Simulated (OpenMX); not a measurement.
# TePb: band structure with PBE

**The experiment to reproduce.**

A printed reference work, monograph reports, for a bulk crystal of TePb at 4.2 K: band gap 0.19 eV (direct).

The system is TePb.

```
Pb Te
1.0
     0.00000    3.23100    3.23100
     3.23100    0.00000    3.23100
     3.23100    3.23100    0.00000
Pb Te
1 1
Direct
  0.00000 0.00000 0.00000
  0.50000 0.50000 0.50000
```

```yaml
Program: OpenMX 3.8.5
Task: band structure
Functional: PBE
Potentials_or_basis: OpenMX 2013 PBE set, Pb8.0-s3p2d2, Te7.0-s3p2d2, grid cutoff 500 Ry
k_mesh: 7 × 7 × 7
Occupations: fermi-dirac, width 0.05 eV
Spin: no spin polarisation
Mixing_scheme: rmm-diisk
SCF_threshold: 1e-08 Ha
Solver: band
Max_SCF_cycles: 100
```

- Pressure: 3.4 GPa
- Band gap along the path: 0.66 eV, direct
- Mulliken charges: Pb +0.39; Te -0.39 e

Levels at the corners of the path, in eV from the Fermi level:
| point | band 13 | band 14 | band 15 | band 16 | band 17 | band 18 |
| --- | --- | --- | --- | --- | --- | --- |
| Γ | -1.80 | -1.80 | -1.79 | 3.70 | 3.70 | 3.71 |
| X | -4.98 | -3.26 | -3.25 | 2.98 | 5.11 | 5.12 |
| W | -4.25 | -4.25 | -0.80 | 1.21 | 4.90 | 4.91 |
| K | -4.59 | -2.75 | -2.53 | 3.23 | 3.30 | 4.91 |
| Γ | -1.80 | -1.80 | -1.79 | 3.70 | 3.70 | 3.71 |
| L | -1.34 | -1.34 | -0.37 | 0.30 | 0.82 | 0.82 |
| U | -4.59 | -2.75 | -2.53 | 3.23 | 3.30 | 4.91 |
| W | -4.25 | -4.25 | -0.80 | 1.21 | 4.90 | 4.91 |
| L | -1.34 | -1.34 | -0.37 | 0.30 | 0.82 | 0.82 |
| K|U | -4.59 | -2.75 | -2.53 | 3.23 | 3.30 | 4.91 |
| X | -4.98 | -3.26 | -3.25 | 2.98 | 5.11 | 5.12 |

It took 58 s on 1 thread of Arm Neoverse V2, with other jobs on the host, peak memory 0.96 GiB.

Against the measured gap of TePb, 0.19 eV (direct; 4.2 K; a printed reference work, monograph), the calculated 0.66 eV is off by +0.47 eV. Spin-orbit coupling on Pb, Te is left out. The value is that of PBE in an atomic basis (OpenMX 2013 PBE set, Pb8.0-s3p2d2, Te7.0-s3p2d2, grid cutoff 500 Ry), whose error adds to the functional's,, without temperature or zero-point motion.

Caveat: Mulliken charges move with the basis; this odd mesh misses L, where the gap lies, so gap, dielectric constants and Born charges aren't listed; spin-orbit coupling is left out, which moves the levels of the heavy elements; the basis of atomic orbitals isn't converged, which shifts pressures, moduli and gaps.
